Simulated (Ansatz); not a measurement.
**ZnS: single point with PBE**

**The experiment to reproduce.**

“Electronic, vibrational, and thermodynamic properties of ZnS (zincblende and rocksalt structure)”, 2009, arxiv:0911.5022 quotes, for a bulk crystal of ZnS at 19 K: band gap 3.85 eV (direct).

Crystal: ZnS.

```
Zn S
1.0
     0.00000    2.70200    2.70200
     2.70200    0.00000    2.70200
     2.70200    2.70200    0.00000
Zn S
1 1
Direct
  0.75000 0.75000 0.75000
  0.00000 0.00000 0.00000
```

| Property | Result |
| --- | --- |
| Program | Ansatz 0.2.0 |
| Task | single point |
| Functional | PBE |
| Potentials or basis | Ansatz PAW |
| Cutoff | 420 eV (not typed: the program's choice for these potentials) |
| k mesh | 9 × 9 × 9 |
| Occupations | fermi-dirac, width 0.05 eV |
| Spin | no spin polarisation |

```yaml
Pressure: 1.6 GPa
Band_gap_on_the_k_mesh: 2.11 eV, direct
```

Levels at points of the mesh, in eV from the valence-band top:
```csv
k point,band 5,band 6,band 7,band 8,band 9,band 10,band 11,band 12,band 13
"(0.00, 0.00, 0.00)",-5.83,-5.83,0.00,0.00,0.00,2.11,6.37,6.37,6.37
```

Run time: 2 s on 1 thread of Arm Neoverse V1, on a shared host, peak memory 0.29 GiB.

A measured gap of ZnS is 3.85 eV (direct; 19 K; quoted in “Electronic, vibrational, and thermodynamic properties of ZnS (zincblende and rocksalt structure)”, 2009, arxiv:0911.5022); the calculated 2.11 eV misses it by -1.74 eV. The value is that of PBE, without temperature or zero-point motion. Semilocal functionals fall short of measured gaps as a rule.

Caveat: odd divisions of the mesh miss points on the zone boundary, where band edges often lie, so the gap on the mesh can be too wide.
